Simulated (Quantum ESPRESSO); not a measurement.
# HgTe (I-4m2) in Quantum ESPRESSO: single point with PBEsol

Aim: the single point of HgTe with PBEsol.

Everything below comes from runs of Quantum ESPRESSO 7.5. Logs are shortened: lines on timing, memory, paths and dates and some standing lists are left out, and cuts for length are marked.

## (1) The structure

Symmetry: I-4m2, No. 119, tetragonal system. Conventional cell: a = 6.091 Å, b = 6.091 Å, c = 3.119 Å, α = 90.00°, β = 90.00°, γ = 90.00°. Around Hg (site symmetry -4m2) lie 2 Hg at 3.12 Å and 4 Te at 3.14 Å. Te (site symmetry -4m2) has 2 Te at 3.12 Å and 4 Hg at 3.14 Å as nearest neighbours.

Measurements of this composition are mostly on another form, of space group No. 216.

## (2) Single point, PBEsol

File run.py:

```python
import numpy as np
from ase.calculators.espresso import Espresso, EspressoProfile
from ase.io import read

atoms = read('HgTe.cif')

input_data = {
    'control': {'calculation': 'scf', 'prefix': 'pwscf', 'outdir': './tmp', 'tprnfor': True, 'tstress': True, 'disk_io': 'nowf'},
    'system': {'ecutwfc': 45.0, 'ecutrho': 360.0, 'nbnd': 15, 'occupations': 'smearing', 'smearing': 'fd', 'degauss': 0.00367493},
    'electrons': {'conv_thr': 4e-10, 'electron_maxstep': 120, 'mixing_beta': 0.5},
}
pseudopotentials = {'Te': 'te_pbesol_v1.uspp.F.UPF', 'Hg': 'hg_pbesol_v1.uspp.F.UPF'}
profile = EspressoProfile(command='mpirun -n 2 pw.x -nk 2', pseudo_dir='pseudo')
dft = Espresso(profile=profile, input_data=input_data, pseudopotentials=pseudopotentials, kpts=(10, 10, 10), koffset=(0, 0, 0))
atoms.calc = dft

print(f'energy {atoms.get_potential_energy():.8f} eV')
print('forces (eV/A)')
print(np.round(atoms.get_forces(), 6))
print('stress (eV/A^3, Voigt)')
print(np.round(atoms.get_stress(), 8))
print(f'Fermi level {dft.get_fermi_level():.4f} eV')
```

File HgTe.cif:

```cif
data_HgTe
_cell_length_a 4.58073737
_cell_length_b 4.58073737
_cell_length_c 4.58073737
_cell_angle_alpha 96.65502129
_cell_angle_beta 96.65502129
_cell_angle_gamma 140.19412896
_space_group_name_H-M_alt 'P1'
_space_group_name_Hall 'P 1'
_space_group_IT_number 1
loop_
_space_group_symop_operation_xyz
'x,y,z'
loop_
_atom_site_label
_atom_site_type_symbol
_atom_site_symmetry_multiplicity
_atom_site_Wyckoff_symbol
_atom_site_fract_x
_atom_site_fract_y
_atom_site_fract_z
_atom_site_occupancy
Hg1 Hg 1 a 0.7500000000 0.2500000000 0.5000000000 1
Te1 Te 1 a 0.0000000000 0.0000000000 0.0000000000 1
```

Potentials or basis: GBRV 1.5 PBEsol.

The run is started by

```bash
> OMP_NUM_THREADS=1 python run.py
```

Standard output:

```text
energy -1822.54657367 eV
forces (eV/A)
[[ 0.e+00  0.e+00  2.e-06]
 [ 0.e+00  0.e+00 -2.e-06]]
stress (eV/A^3, Voigt)
[ 0.0264007   0.00586519  0.02949857 -0.         -0.         -0.00855631]
Fermi level 7.7811 eV
```

espresso.pwi:

```text
&CONTROL
   calculation      = 'scf'
   tstress          = .true.
   tprnfor          = .true.
   outdir           = './tmp'
   prefix           = 'pwscf'
   disk_io          = 'nowf'
   pseudo_dir       = 'pseudo'
/
&SYSTEM
   nbnd             = 15
   ecutwfc          = 45.0
   ecutrho          = 360.0
   occupations      = 'smearing'
   degauss          = 0.00367493
   smearing         = 'fd'
   ntyp             = 2
   nat              = 2
   ibrav            = 0
/
&ELECTRONS
   electron_maxstep = 120
   conv_thr         = 4e-10
   mixing_beta      = 0.5
/
&IONS
/
&CELL
/
&FCP
/
&RISM
/
ATOMIC_SPECIES
Hg 200.592 hg_pbesol_v1.uspp.F.UPF
Te 127.6 te_pbesol_v1.uspp.F.UPF

K_POINTS automatic
10 10 10  0 0 0

CELL_PARAMETERS angstrom
4.58073737000000 0.00000000000000 0.00000000000000
-3.51900457188671 2.93253502552910 0.00000000000000
-0.53086639884913 -1.46626751219137 4.30713307226275

ATOMIC_POSITIONS angstrom
Hg 2.2903686851 0.0000000003 2.1535665361  
Te 0.0000000000 0.0000000000 0.0000000000
```

espresso.pwo:

```text
This program is part of the open-source Quantum ESPRESSO suite
     for quantum simulation of materials; please cite
         "P. Giannozzi et al., J. Phys.:Condens. Matter 21 395502 (2009);
         "P. Giannozzi et al., J. Phys.:Condens. Matter 29 465901 (2017);
         "P. Giannozzi et al., J. Chem. Phys. 152 154105 (2020);
     in publications or presentations arising from this work. More details at

Warning: card &CELL ignored
Warning: card &FCP ignored
Warning: card &RISM ignored

     Message from routine setup:
[... 7 lines left out ...]
     --------------------
     sticks:   dense  smooth     PW     G-vecs:    dense   smooth      PW
     Sum        1373     687    251                44989    15953    3411

     Using Slab Decomposition

     bravais-lattice index     =            0
     lattice parameter (alat)  =       8.6563  a.u.
     unit-cell volume          =     390.4483 (a.u.)^3
     number of atoms/cell      =            2
     number of atomic types    =            2
     number of electrons       =        18.00
     number of Kohn-Sham states=           15
     kinetic-energy cutoff     =      45.0000  Ry
     charge density cutoff     =     360.0000  Ry
     scf convergence threshold =      4.0E-10
     mixing beta               =       0.5000
     number of iterations used =            8  plain     mixing
     Exchange-correlation= SLA  PW   PSX  PSC
                           (   1   4  10   8   0   0   0)

     celldm(1)=   8.656339  celldm(2)=   0.000000  celldm(3)=   0.000000
     celldm(4)=   0.000000  celldm(5)=   0.000000  celldm(6)=   0.000000

     crystal axes: (cart. coord. in units of alat)
               a(1) = (   1.000000   0.000000   0.000000 )
               a(2) = (  -0.768218   0.640188   0.000000 )
               a(3) = (  -0.115891  -0.320094   0.940271 )

     reciprocal axes: (cart. coord. in units 2 pi/alat)
               b(1) = (  1.000000  1.199987  0.531762 )
               b(2) = ( -0.000000  1.562040  0.531762 )
               b(3) = (  0.000000 -0.000000  1.063524 )

     PseudoPot. # 1 for Hg read from file:
     hg_pbesol_v1.uspp.F.UPF
     Pseudo is Ultrasoft + core correction, Zval = 12.0
     Generated by new atomic code, or converted to UPF format
     Using radial grid of  985 points,  6 beta functions with:
                l(1) =   0
                l(2) =   0
                l(3) =   1
                l(4) =   1
                l(5) =   2
                l(6) =   2
     Q(r) pseudized with  8 coefficients,  rinner =    2.000   2.000   2.000
                                                       2.000   2.000

     PseudoPot. # 2 for Te read from file:
     te_pbesol_v1.uspp.F.UPF
     Pseudo is Ultrasoft + core correction, Zval =  6.0
     Generated by new atomic code, or converted to UPF format
     Using radial grid of  891 points,  5 beta functions with:
                l(1) =   0
                l(2) =   0
                l(3) =   1
                l(4) =   1
                l(5) =   2
     Q(r) pseudized with  6 coefficients,  rinner =    1.800   1.800   1.800
                                                       1.800   1.800

     atomic species   valence    mass     pseudopotential
     Hg               12.00   200.59200     Hg( 1.00)
     Te                6.00   127.60000     Te( 1.00)

      2 Sym. Ops. (no inversion) found

   Cartesian axes

     site n.     atom                  positions (alat units)
         1        Hg     tau(   1) = (   0.5000000   0.0000000   0.4701353  )
         2        Te     tau(   2) = (   0.0000000   0.0000000   0.0000000  )

     number of k points=   282  Fermi-Dirac smearing, width (Ry)=  0.0037

     Number of k-points >= 100: set verbosity='high' to print them.

     Dense  grid:    44989 G-vectors     FFT dimensions: (  54,  54,  54)

     Smooth grid:    15953 G-vectors     FFT dimensions: (  40,  40,  40)

     Initial potential from superposition of free atoms

     starting charge      17.9997, renormalised to      18.0000
     Starting wfcs are   13 randomized atomic wfcs +    2 random wfcs

     Self-consistent Calculation

     iteration #  1     ecut=    45.00 Ry     beta= 0.50
     Davidson diagonalization with overlap
     ethr =  1.00E-02,  avg # of iterations =  4.8

     Threshold (ethr) on eigenvalues was too large:
     Diagonalizing with lowered threshold

     Davidson diagonalization with overlap
     ethr =  2.62E-04,  avg # of iterations =  2.9

     total energy              =    -133.93850598 Ry
     estimated scf accuracy    <       0.04545106 Ry

     iteration #  2     ecut=    45.00 Ry     beta= 0.50
     Davidson diagonalization with overlap
     ethr =  2.53E-04,  avg # of iterations =  2.0

     total energy              =    -133.95065860 Ry
     estimated scf accuracy    <       0.02182347 Ry

     iteration #  3     ecut=    45.00 Ry     beta= 0.50
     Davidson diagonalization with overlap
     ethr =  1.21E-04,  avg # of iterations =  1.8

     total energy              =    -133.95460716 Ry
     estimated scf accuracy    <       0.00062026 Ry

     iteration #  4     ecut=    45.00 Ry     beta= 0.50
     Davidson diagonalization with overlap
     ethr =  3.45E-06,  avg # of iterations =  6.7

     total energy              =    -133.95469993 Ry
     estimated scf accuracy    <       0.00002844 Ry

     iteration #  5     ecut=    45.00 Ry     beta= 0.50
     Davidson diagonalization with overlap
     ethr =  1.58E-07,  avg # of iterations =  3.9

     total energy              =    -133.95471370 Ry
     estimated scf accuracy    <       0.00000213 Ry

     iteration #  6     ecut=    45.00 Ry     beta= 0.50
     Davidson diagonalization with overlap
     ethr =  1.19E-08,  avg # of iterations =  2.9

     total energy              =    -133.95471407 Ry
     estimated scf accuracy    <       0.00000037 Ry

     iteration #  7     ecut=    45.00 Ry     beta= 0.50
     Davidson diagonalization with overlap
     ethr =  2.07E-09,  avg # of iterations =  2.1

     total energy              =    -133.95471413 Ry
     estimated scf accuracy    <       0.00000002 Ry

     iteration #  8     ecut=    45.00 Ry     beta= 0.50
     Davidson diagonalization with overlap
     ethr =  1.24E-10,  avg # of iterations =  3.6

     total energy              =    -133.95471414 Ry
     estimated scf accuracy    <          5.8E-09 Ry

     iteration #  9     ecut=    45.00 Ry     beta= 0.50
     Davidson diagonalization with overlap
     ethr =  3.25E-11,  avg # of iterations =  2.0

     End of self-consistent calculation

     Number of k-points >= 100: set verbosity='high' to print the bands.

     the Fermi energy is     7.7811 ev

!    total energy              =    -133.95471415 Ry
     estimated scf accuracy    <          4.3E-11 Ry
     smearing contrib. (-TS)   =      -0.00073658 Ry
     internal energy E=F+TS    =    -133.95397757 Ry

     The total energy is F=E-TS. E is the sum of the following terms:
     one-electron contribution =     -20.88660969 Ry
     hartree contribution      =      24.31003328 Ry
     xc contribution           =     -52.99413036 Ry
     ewald contribution        =     -84.38327080 Ry

     convergence has been achieved in   9 iterations

     Forces acting on atoms (cartesian axes, Ry/au):

     atom    1 type  1   force =     0.00000000    0.00000000    0.00000009
     atom    2 type  2   force =     0.00000000    0.00000000   -0.00000009

     Total force =     0.000000     Total SCF correction =     0.000000
     SCF correction compared to forces is large: reduce conv_thr to get better values

     Computing stress (Cartesian axis) and pressure

          total   stress  (Ry/bohr**3)                   (kbar)     P=      -32.99
  -0.00028754   0.00009319   0.00000000          -42.30       13.71        0.00
   0.00009319  -0.00006388   0.00000000           13.71       -9.40        0.00
   0.00000000   0.00000000  -0.00032128            0.00        0.00      -47.26

=------------------------------------------------------------------------------=
   JOB DONE.
=------------------------------------------------------------------------------=
```

Wall time 45 s (2 MPI ranks of AMD EPYC 9R45 (Zen 5), shared host); peak memory 0.46 GiB.

What came out:

* Free energy: -1822.5467 eV
* Pressure: -3.3 GPa
* Band gap on the k mesh: none (metal or under the smearing width)

Levels at points of the mesh, in eV from the Fermi level:
```csv
k point,band 7,band 8,band 9,band 10,band 11,band 12
"(0.00, 0.00, 0.00)",-3.47,-2.37,-2.37,3.57,4.60,7.01
"(0.00, 0.00, -0.50)",-6.03,-0.81,1.55,1.92,2.90,3.47
"(0.00, -0.50, 0.00)",-4.46,-1.88,-1.03,-0.15,3.24,3.77
"(-0.50, 0.00, 0.00)",-4.46,-1.88,-1.03,-0.15,3.24,3.77
"(-0.50, -0.50, 0.00)",-6.03,-0.81,1.55,1.92,2.90,3.47
"(-0.50, -0.50, -0.50)",-4.40,-4.28,-4.28,3.24,7.31,8.04
```

The run has no spin-orbit coupling, so splittings on Hg, Te are missing.

## (3) For comparison

An earlier run on the cell as given: functional PBEsol; potentials or basis GBRV 1.5 PBEsol; cutoff 612 eV; density cutoff 4898 eV; k mesh 10 × 10 × 10; occupations fermi-dirac, width 0.05 eV; no spin polarisation.

- Pressure: -3.3 GPa
- Band gap on the k mesh: none (metal or under the smearing width)
